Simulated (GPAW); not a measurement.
TiSe:

```
CELL_PARAMETERS angstrom
4.17836 0.00000 0.00000
0.00000 4.17836 0.00000
0.00000 0.00000 5.98442
ATOMIC_POSITIONS crystal
Se 0.00000 0.50000 0.76056
Se 0.50000 0.00000 0.23944
Ti 0.00000 0.00000 0.00000
Ti 0.50000 0.50000 0.00000
```

The cell comes from a database or a generator and needn't be the stable form of this composition.

- Program: GPAW 26.7.0
- Task: relaxation of cell and atoms
- Functional: PBEsol
- Dispersion: D4
- Potentials or basis: PAW data sets generated in the run's folder for this functional
- Cutoff: 600 eV
- Basis: pw
- k mesh: 5 × 5 × 4
- Occupations: fermi-dirac, width 0.05 eV
- Spin: no spin polarisation

At the start: pressure -3.8 GPa; volume 26.12 Å³/atom.

Task: How do energy, volume and symmetry change on relaxing?

Result: Over 13 steps the energy falls by 39.0 meV/atom and the volume is 21.09 Å³/atom (-19.3 %); space group P4/nmm (No. 129, to 0.05 Å).

The path:
| step | energy change (eV) | largest force (eV/Å) | pressure (GPa) | volume (Å³) |
| --- | --- | --- | --- | --- |
| 1 | 0.0000 | 0.3014 | -3.81 | 104.48 |
| 2 | -0.0165 | 0.1899 | -3.24 | 103.79 |
| 3 | -0.0476 | 0.3273 | -0.45 | 100.58 |
| 4 | -0.0502 | 0.3102 | -0.49 | 100.42 |
| 5 | -0.0879 | 0.0947 | -0.26 | 92.80 |
| 6 | -0.0912 | 0.0334 | -0.14 | 93.15 |
| 7 | -0.0978 | 0.0723 | 0.16 | 93.19 |
| 8 | -0.1123 | 0.2303 | 0.62 | 92.45 |
| 9 | -0.1337 | 0.3785 | 1.14 | 90.00 |
| 10 | -0.1461 | 0.3599 | 1.15 | 87.20 |
| 11 | -0.1536 | 0.2123 | 0.63 | 85.40 |
| 12 | -0.1555 | 0.0624 | 0.17 | 84.37 |
| 13 | -0.1561 | 0.0048 | -0.02 | 84.35 |

Final structure:
```
Se Ti
1.0
     4.10849    0.00000    0.00000
     0.00000    4.10849    0.00000
     0.00000    0.00000    4.99738
Se Ti
2 2
Direct
  0.00000 0.50000 0.71426
  0.50000 0.00000 0.28574
  0.00000 0.00000 0.00000
  0.50000 0.50000 0.00000
```

Caveat: later steps reuse the first step's grids; the volume moved by over 15 % at a fixed basis, so the end points are rough.
